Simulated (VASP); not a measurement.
Input of a VASP 6.6.1 run:

The input INCAR:

```
SYSTEM = HfB2
AGGAC = 1.0 ; AGGAX = 1.0
ALDAC = 0.0 ; ALDAX = 1.0
ALGO = Normal ; EDIFF = 1E-6
ENCUT = 520 ; GGA = B5
ISIF = 2 ; ISMEAR = -1
ISYM = 0 ; LASPH = .True.
LCHARG = .False. ; LREAL = .False.
LWAVE = .False. ; NBANDS = 15
NELM = 60 ; PREC = Accurate
SIGMA = 0.2
```

The input KPOINTS:

```
Automatic mesh
0
Gamma
  7 7 5
  0.5 0.5 0.5
```

The input POSCAR:

```
HfB2
1.0
    3.1400000000      0.0000000000      0.0000000000
   -1.5700000000      2.7193200000      0.0000000000
    0.0000000000      0.0000000000      3.4800000000
Hf B
1 2
Direct
    0.0000000000      0.0000000000      0.0000000000
    0.3333333333      0.6666666667      0.5000000000
    0.6666666667      0.3333333333      0.5000000000
```

Potentials or basis: VASP PAW PBE potentials, release 64 (Hf_pv, B).

The run is started by

```sh
$ cat potpaw_PBE.64/Hf_pv/POTCAR potpaw_PBE.64/B/POTCAR > POTCAR
$ mpirun -np 1 vasp_std > vasp.out
```

Q: Predict the band gap on the k mesh.

A: None (metal or under the smearing width).

Q: What does it give for the pressure?

A: 8.2 GPa.

Stress tensor (GPa, compression positive):
```
 6.93  0.00  0.00
 0.00  6.93  0.00
 0.00  0.00 10.72
```

Caveat: the k mesh is coarse (spacing up to 0.36 Å⁻¹), so the values aren't converged; the PAW data sets were made with another functional, which shifts forces and pressure a little. The run has no spin-orbit coupling, so splittings on Hf are missing.
